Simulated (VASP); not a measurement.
A run of VASP 6.6.1 is set up as follows.

POSCAR

```
Al
1.0
    0.0000000000      2.0248050000      2.0248050000
    2.0248050000      0.0000000000      2.0248050000
    2.0248050000      2.0248050000      0.0000000000
Al
1
Direct
    0.0000000000      0.0000000000      0.0000000000
```

INCAR.step1

```
ALGO = Normal ; EDIFF = 1E-8
EDIFFG = -0.002 ; ENCUT = 600
GGA = PE ; IBRION = 2
ISIF = 3 ; ISMEAR = -1
LASPH = T ; LCHARG = F
LREAL = F ; LWAVE = F
NELM = 80 ; NSW = 40
PREC = Accurate ; SIGMA = 0.05
```

INCAR.step2

```
ALGO = Normal ; EDIFF = 1E-8
ENCUT = 600 ; GGA = PE
IBRION = 8 ; ISIF = 2
ISMEAR = -1 ; LASPH = T
LCHARG = F ; LREAL = F
LWAVE = F ; NELM = 80
NSW = 1 ; PREC = Accurate
SIGMA = 0.05
```

File KPOINTS:

```
k-points
0
Gamma
  8 8 8
```

Potentials or basis: VASP PAW PBE potentials, release 64 (Al).

Command:

```bash
$ cat potpaw_PBE.64/Al/POTCAR > POTCAR
$ cp INCAR.step1 INCAR
$ mpirun -np 1 vasp_std > vasp.out
$ cp CONTCAR POSCAR
$ cp INCAR.step2 INCAR
$ mpirun -np 1 vasp_std > vasp.out
```

Question: Estimate the relaxed volume.

Answer: 16.51 Å³/atom.

Question: What does it give for the space group after relaxing (to 0.05 Å)?

Answer: Fm-3m (No. 225).

Question: What does it give for the relaxed cell?

Answer: a = 2.858 Å, b = 2.858 Å, c = 2.858 Å, α = 60.00°, β = 60.00°, γ = 60.00°.

Step by step:
| step | energy change (eV) | largest force (eV/Å) | pressure (GPa) | volume (Å³) |
| --- | --- | --- | --- | --- |
| 1 | 0.0000 | 0.0000 | -0.47 | 16.60 |
| 2 | -0.0001 | 0.0000 | 0.10 | 16.49 |
| 3 | -0.0001 | 0.0000 | 0.00 | 16.51 |
